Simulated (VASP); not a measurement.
Crystal: Cu.

```
Cu
1.0
     0.00000    1.80750    1.80750
     1.80750    0.00000    1.80750
     1.80750    1.80750    0.00000
Cu
1
Direct
  0.00000 0.00000 0.00000
```

```yaml
Program: VASP 6.6.1
Task: single point
Functional: PBE
Potentials_or_basis: VASP PAW PBE potentials, release 64 (Cu)
Cutoff: 900 eV
k_mesh: 19 × 19 × 19
Occupations: methfessel-paxton, width 0.1 eV
Spin: no spin polarisation
```

On this cell: pressure 2.3 GPa; band gap on the k mesh none (metal or under the smearing width).

The same run follows on a disturbed copy (grid = ENCUT=900 k=19x19x19 ISMEAR=1 SIGMA=0.1 PREC=Accurate EDIFF=1e-08 LREAL=False ADDGRID=False LASPH=True; cell strained at random at fixed volume):

```xyz
1
Lattice="-0.0336 1.7894 1.7777 1.7982 -0.0227 1.7669 1.8176 1.7981 -0.0422" Properties=species:S:1:pos:R:3 pbc="T T T"
Cu   -0.0573    0.0338   -0.0290
```

Problem. What changes?

Solution. The energy (extrapolated to zero smearing) moves by +3.1 meV/atom; pressure 2.5 GPa; band gap on the k mesh none (metal or under the smearing width).

Stress tensor (GPa, compression positive):
```
2.17 0.31 2.10
0.31 2.28 1.40
2.10 1.40 2.96
```
